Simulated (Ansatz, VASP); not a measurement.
# One calculation of PbSe (Clausthalite), two programs

```
Pb Se
1.0
     0.00000    3.01928    3.01928
     3.01928    0.00000    3.01928
     3.01928    3.01928    0.00000
Pb Se
1 1
Direct
  0.00000 0.00000 0.00000
  0.50000 0.50000 0.50000
```

Alike in both runs: task single point; functional revPBE; dispersion D3(BJ); k mesh 8 × 8 × 8; occupations fermi-dirac, width 0.05 eV; no spin polarisation.

|  | VASP | Ansatz |
| --- | --- | --- |
| version | VASP 6.6.1 | Ansatz 0.2.0 |
| potentials or method | VASP PAW PBE potentials, release 64 (Pb_d, Se) | Ansatz PAW |
| plane-wave cutoff (eV) | 520 | 420 |
| valence electrons in the cell | 20 | 30 |

VASP gave:

| Quantity | Value |
| --- | --- |
| gap on the k mesh at the Fermi level (eV) | 0.20 |
| least direct gap on the mesh (eV) | 0.20 |
| pressure (GPa) | 2.0 |
| dispersion energy (meV/atom) | -714.2 |

Problem. What did Ansatz give for the same quantities?

Solution. gap on the k mesh at the Fermi level (eV): 0.20; least direct gap on the mesh (eV): 0.20; pressure (GPa): 2.0; dispersion energy (meV/atom): -714.3.

The two sets of potentials don't hold the same shells in valence.

Caveats: spin-orbit coupling is left out, which as a rule narrows the gap of such compounds by several tenths of an eV; the PAW data sets were made with another functional, which shifts forces and pressure a little (VASP); the PAW data sets come from PBE, with cores solved anew for the run's functional, which leaves a small shift of forces and pressure (Ansatz).
